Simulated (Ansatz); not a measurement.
# WC (Qusongite) (P-6m2) in Ansatz: notebook

The runs below take WC (Qusongite) through single point, relaxation of cell and atoms, with PBE, LDA.

Everything below comes from runs of Ansatz 0.2.0. Logs are shortened: lines on timing, memory, paths and dates and some standing lists are left out, and cuts for length are marked.

### 1 The structure

The structure is hexagonal, space group P-6m2 (No. 187). The conventional cell has a = 2.907 Å, b = 2.907 Å, c = 2.837 Å, α = 90.00°, β = 90.00°, γ = 120.00°. W (site symmetry -6m2) has 6 C at 2.20 Å as nearest neighbours. Around C (site symmetry -6m2) lie 6 W at 2.20 Å.

### 2 Single point, PBE

Contents of input.yaml:

```yaml
crystal:
  lattice:
    - [2.9065, 0.0, 0.0]
    - [-1.45325, 2.5171028361, 0.0]
    - [0.0, 0.0, 2.8366]
  atoms:
    - { symbol: W, position: [0.0, 0.0, 0.0] }
    - { symbol: C, position: [0.6666666667, 0.3333333333, 0.5] }
kpoints:
  mp_grid: { grid: [10, 10, 9] }
scf:
  occupations: { method: gaussian, width: 0.011 }
hamiltonian:
  xc: pbe
  pseudopotentials: { kind: all_electron, lapw: { basis_error: 0.001 } }
output:
  forces: true
  stress: true
  eigenvalues: true
```

Potentials or basis: all-electron LAPW, scalar-relativistic.

The run is started by

```sh
$ ansatz run input.yaml --threads 1 --pin off --max-ram 3072MiB --backend cpu --events-out ev --progress --plain --runs-dir out
```

Standard output:

```text
Warning: RAYON_NUM_THREADS=1 ignored (pool sized by the plan → 1); use --threads N
LAPW: plane waves up to 9.373 Å⁻¹, error target 1.0e-3 eV per atom; small_component_spin mean_spin; C in spheres of 0.906 Å, 6 of its electrons in bands, Dirac shells []; W in spheres of 1.292 Å, 44 of its electrons in bands, Dirac shells [] (how accurate: hamiltonian.pseudopotentials.lapw.basis_error, Limitations)
Engine: ansatz 0.2.0, aarch64-unknown-linux-gnu
Pseudopotentials: kind: all_electron
Pseudopotential: W, LAPW, valence charge 44, lapw/all_electron/scalar/gaussian/W, Koelling and Harmon's equation, gaussian nucleus
Pseudopotential: C, LAPW, valence charge 6, lapw/all_electron/scalar/gaussian/C, Koelling and Harmon's equation, gaussian nucleus
Functional definition: PBE
  parameter kappa = 0.804
  parameter beta = 0.06672455060314922
  exchange = pbe_x(kappa = kappa, mu = beta*pi^2/3)
  correlation = pbe_c(beta = beta)
Crystal: 2 atoms, lattice volume = 20.752 Å³
Basis set: ecut = 334.7272920523886 eV, 315 PW (Γ), exchange–correlation at level 2
Bands: 30, of which v1, the nominal top of the filled ones, is band 25 counted from 1 (24 counted from 0)
Symmetry: 12 space group operations
Space group: P-6m2 (ITA 187), of the structure as read, at distance tolerance 2.7e-5 Å
k-points: 70 of 900 (time reversal used)
Non-local potential: W, projectors of the file, none
Non-local potential: C, projectors of the file, none
Initial density: superposition of atomic densities (chi_scale 0.1, normalization cell, long waves kept (reshape's long-wave potential 0.00 eV rms))
Initial wavefunctions: plane waves of lowest kinetic energy (no species holds an atomic orbital)
Functional: x = pbe(κ = 0.804, μ = 0.2195149727645171), c = pbe(β = 0.06672455060314922)
iter 1 solved again at ethr=8.04e-3 eV; its pass at ethr=1.00e-1 eV (dr2=4.02e0 eV) is discarded
SCF iter   1: F=—  HF=-440240.905806 eV  |F-HF|=—  |Δ(HF+E_count)|=         —  Δρ=1.26e-1  dr2=4.02e0  ethr=8.04e-3  ⟨swp⟩=2.0  Hψ=13002  notcnv=0
preconditioner: auto → none  [insulator: Δε(μ)=0.012 eV  Ē_g=27.548 eV  σ=0.011 eV  W_gap=0.55  n_scr=8 (ndim 8)  ℏωp=44.6 eV  f_vac=0.000  D(μ)=1.40/eV (n_scr^D=20)  ε∞_Penn≈3.6]
SCF iter   2: F=—  HF=-440240.249437 eV  |F-HF|=—  |Δ(HF+E_count)|=   6.56e-1  Δρ=8.75e-2  dr2=2.03e0  ethr=8.04e-3  ⟨swp⟩=3.0  Hψ=6530  notcnv=0
iter 3 solved again at ethr=6.76e-5 eV; its pass at ethr=4.05e-3 eV (dr2=3.38e-2 eV) is discarded
SCF iter   3: F=—  HF=-440239.376498 eV  |F-HF|=—  |Δ(HF+E_count)|=   8.73e-1  Δρ=1.57e-2  dr2=3.38e-2  ethr=6.76e-5  ⟨swp⟩=2.1  Hψ=11100  notcnv=0
SCF iter   4: F=—  HF=-440239.376565 eV  |F-HF|=—  |Δ(HF+E_count)|=         —  Δρ=3.53e-3  dr2=2.35e-3  ethr=6.76e-5  ⟨swp⟩=2.7  Hψ=6517  notcnv=0
the basis was enlarged: its passes take 874.4 KiB over the memory plan, 1 of 1 planned eigensolver slots
SCF iter   5: F=—  HF=-440239.374356 eV  |F-HF|=—  |Δ(HF+E_count)|=   2.21e-3  Δρ=1.55e-3  dr2=6.69e-4  ethr=4.69e-6  ⟨swp⟩=2.0  Hψ=6378  notcnv=0
SCF iter   6: F=—  HF=-440239.373901 eV  |F-HF|=—  |Δ(HF+E_count)|=   4.56e-4  Δρ=3.77e-4  dr2=3.29e-5  ethr=1.34e-6  ⟨swp⟩=2.0  Hψ=6146  notcnv=0
SCF iter   7: F=—  HF=-440239.373877 eV  |F-HF|=—  |Δ(HF+E_count)|=   2.42e-5  Δρ=3.67e-5  dr2=1.93e-7  ethr=6.58e-8  ⟨swp⟩=2.0  Hψ=6111  notcnv=0
SCF iter   8: F=-440239.373877 eV  HF=-440239.373877 eV  |F-HF|=1.69e-9  |Δ(HF+E_count)|=   5.73e-8  Δρ=5.34e-6  dr2=3.51e-9  ethr=3.86e-10  ⟨swp⟩=3.0  Hψ=6371  notcnv=0
SCF 1 converged in 8 iterations: F = -440239.373877 eV  dr2 = 3.51e-9
SCF converged after 8 iterations
Free energy (F): -440239.373877 eV
Harris-Foulkes:  -440239.373877 eV  (|F-HF|=1.69e-9)
Internal energy: -440239.373784 eV  (E = F + TS)
E sigma→0 (E₀):  -440239.373830 eV
Entropy (-TS):   -0.000093 eV (-0.047 meV/atom)
Fermi energy:    25.679709 eV
--- Per-component energies (eV) ---
  E_band       = -4906.438169
  E_kinetic    = 492919.230285
  E_xc         = -8981.251614
  E_electrostatic = -924177.352455  (all electrons and nuclei)
  E_smearing   = -0.000093  (= −TS)
  E_closure    = 0.000000  (closes the sum)
  E_atoms      = -440218.421447  (free atoms, spherical and without spin; not in F)
  Σ components = -440239.373877   (vs F -440239.373877, Δ=0.00e0)
  Basis errors (estimates in eV, not in F): energy 3.6e-4 per atom: plane waves 3.2e-4 (1.8e-4 summed), levels above the bands 0.0e0, relativity 4.2e-8, radial functions 3.6e-5, core shells 1.6e-7; eigenvalues (radial functions only) 2.6e-6; not estimated: angular momenta, meshes, grids; target (lapw.basis_error) 1.0e-3; muffin-tin radii C 0.906 Å, W 1.292 Å
--- Forces (eV/Å), atoms counted from 1 ---
  atom   1  W     -0.00000000    -0.00000000     0.00000000
  atom   2  C      0.00000000    -0.00000000     0.00000000
  max |Σ_I F_I| component: 5.55e-17 eV/Å
--- Stress (GPa, compression-positive) ---
        5.989606       0.000000      -0.000000
        0.000000       5.989606      -0.000000
       -0.000000      -0.000000       5.095160
  P = ⅓ Tr σ = 5.6915 GPa (56.915 kbar)
--- Band table (eV; the first three rows and the last of 70) ---
  k-point 0: bands = ["-392.2103", "-392.2103", "-392.2085", "-239.6187", "-207.2744", "-207.2744", "-207.2677", "-207.2677", "-207.2590", "-48.2641", "-12.2905", "-12.1823", "-12.1823", "-2.4598", "-2.4531", "-2.4531", "-2.4448", "-2.4448", "-2.4327", "-2.4169", "11.2168", "21.3555", "22.3288", "22.3288", "25.7436", "28.9048", "28.9048", "31.2736", "31.2736", "32.0422"]
  k-point 1: bands = ["-392.2103", "-392.2103", "-392.2085", "-239.6187", "-207.2744", "-207.2744", "-207.2677", "-207.2677", "-207.2590", "-48.2593", "-12.3816", "-12.1744", "-12.1744", "-2.4596", "-2.4539", "-2.4539", "-2.4428", "-2.4428", "-2.4364", "-2.4168", "11.5162", "21.1824", "22.4647", "22.4647", "25.7407", "27.9920", "27.9920", "31.7502", "31.7502", "32.2754"]
  k-point 2: bands = ["-392.2103", "-392.2103", "-392.2085", "-239.6187", "-207.2744", "-207.2744", "-207.2677", "-207.2677", "-207.2590", "-48.2472", "-12.6070", "-12.1543", "-12.1543", "-2.4594", "-2.4560", "-2.4560", "-2.4453", "-2.4377", "-2.4377", "-2.4168", "12.3524", "20.3645", "22.8364", "22.8364", "26.3148", "26.6062", "26.6062", "31.7567", "31.7567", "32.8721"]
  k-point 69: bands = ["-392.2103", "-392.2103", "-392.2085", "-239.6187", "-207.2744", "-207.2744", "-207.2677", "-207.2677", "-207.2590", "-48.1609", "-12.8241", "-12.7242", "-12.5698", "-2.4569", "-2.4513", "-2.4507", "-2.4468", "-2.4392", "-2.4370", "-2.4299", "14.7037", "18.6558", "20.2354", "23.7667", "24.9294", "30.1179", "31.9747", "32.7698", "35.1415", "35.2104"]
```

It took 27 s on 1 thread of Arm Neoverse V1, shared host; peak memory 0.34 GiB.

Results:

| Item | Value |
| --- | --- |
| Free energy | -440239.3739 eV |
| Pressure | 5.7 GPa |
| Band gap on the k mesh | none (metal or under the smearing width) |

Levels at points of the mesh, in eV from the Fermi level:
| k point | band 23 | band 24 | band 25 | band 26 | band 27 | band 28 |
| --- | --- | --- | --- | --- | --- | --- |
| (0.00, 0.00, 0.00) | -3.35 | -3.35 | 0.06 | 3.23 | 3.23 | 5.59 |
| (0.00, -0.50, 0.00) | -3.64 | -3.58 | -0.48 | 2.33 | 4.53 | 4.87 |

The run has no spin-orbit coupling, so splittings on W are missing.

### 3 Single point, PBE

Changes to input.yaml since step 2:

```diff
@@ -11,3 +11,3 @@
 scf:
-  occupations: { method: gaussian, width: 0.011 }
+  occupations: { method: gaussian, width: 0.026 }
 hamiltonian:
```

Potentials or basis: all-electron LAPW, scalar-relativistic.

The run is started by

```sh
$ ansatz run input.yaml --threads 1 --pin off --max-ram 3072MiB --backend cpu --events-out ev --progress --plain --runs-dir out
```

Wall time 27 s (1 thread of Arm Neoverse V1, shared host); peak memory 0.34 GiB.

Results (log left out):

| Quantity | Value |
| --- | --- |
| Free energy | -440239.3740 eV |
| Pressure | 5.7 GPa |
| Band gap on the k mesh | none (metal or under the smearing width) |

Stress tensor (GPa, compression positive):
```
6.00 0.00 0.00
0.00 6.00 0.00
0.00 0.00 5.07
```

Levels at points of the mesh, in eV from the Fermi level:
```
            k point  band 21  band 22  band 23  band 24  band 25  band 26  band 27  band 28  band 29  band 30
 (0.00, 0.00, 0.00)   -14.46    -4.32    -3.35    -3.35     0.07     3.23     3.23     5.60     5.60     6.37
(0.00, -0.50, 0.00)   -11.12    -7.04    -3.63    -3.58    -0.48     2.33     4.53     4.87     6.84     9.64
```

Spin-orbit coupling is left out, which matters for the levels of W.

### 4 Single point, PBE

Changes to input.yaml since step 3:

```diff
@@ -11,3 +11,3 @@
 scf:
-  occupations: { method: gaussian, width: 0.026 }
+  occupations: { method: gaussian, width: 0.012 }
 hamiltonian:
```

The run is started by

```sh
$ ansatz run input.yaml --threads 1 --pin off --max-ram 3072MiB --backend cpu --events-out ev --progress --plain --runs-dir out
```

Wall time 27 s (1 thread of Arm Neoverse V1, shared host); peak memory 0.34 GiB.

The run converged. Its results:

| Item | Value |
| --- | --- |
| Free energy | -440239.3739 eV |
| Pressure | 5.7 GPa |
| Band gap on the k mesh | none (metal or under the smearing width) |

Stress tensor (GPa, compression positive):
```
5.99 0.00 0.00
0.00 5.99 0.00
0.00 0.00 5.09
```

Levels at points of the mesh, in eV from the Fermi level:
```
            k point  band 23  band 24  band 25  band 26  band 27  band 28
 (0.00, 0.00, 0.00)    -3.35    -3.35     0.06     3.23     3.23     5.59
(0.00, -0.50, 0.00)    -3.64    -3.58    -0.48     2.33     4.53     4.87
```

The run has no spin-orbit coupling, so splittings on W are missing.

(Continued in part 2 of 2.)
